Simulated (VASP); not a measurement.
Runs of VASP 6.6.1 on Zn. The cell holds a slab with vacuum, 6 atoms: a = 2.617 Å, b = 2.619 Å, c = 27.159 Å, α = 90.00°, β = 90.00°, γ = 119.98°. The slab is cut from a database's or a generator's crystal, which needn't be the stable form of the element.

```tsv
level	potentials or basis	gap on the mesh (eV)	largest force (eV/Å)	work function (eV)
PBEsol	VASP PAW PBE potentials, release 64 (Zn)	none	(a)	4.18
PBE	VASP PAW PBE potentials, release 64 (Zn)	none	(d)	4.04
revPBE	VASP PAW PBE potentials, release 64 (Zn)	none	(c)	3.93
RPBE	VASP PAW PBE potentials, release 64 (Zn)	none	0.40	3.91
PW91	VASP PAW PBE potentials, release 64 (Zn)	none	0.31	4.07
LDA	VASP PAW LDA potentials, release 64 (Zn)	none	0.06	(b)
```

Alike in all rows: task work function; no spin polarisation; cell as given; k mesh 9 × 9 × 1; cutoff (eV) 520; smearing fermi-dirac 0.05 eV.

Question: Estimate the missing entries.

Answer: (a) 0.11; (b) 4.33; (c) 0.37; (d) 0.29.

Caveats: the PAW data sets were made with another functional, which shifts forces and pressure a little (some runs).

A k mesh can miss the band edges.

A gap of «none» marks a metal or a gap under the smearing width.

Not every run made on this cell is shown here.
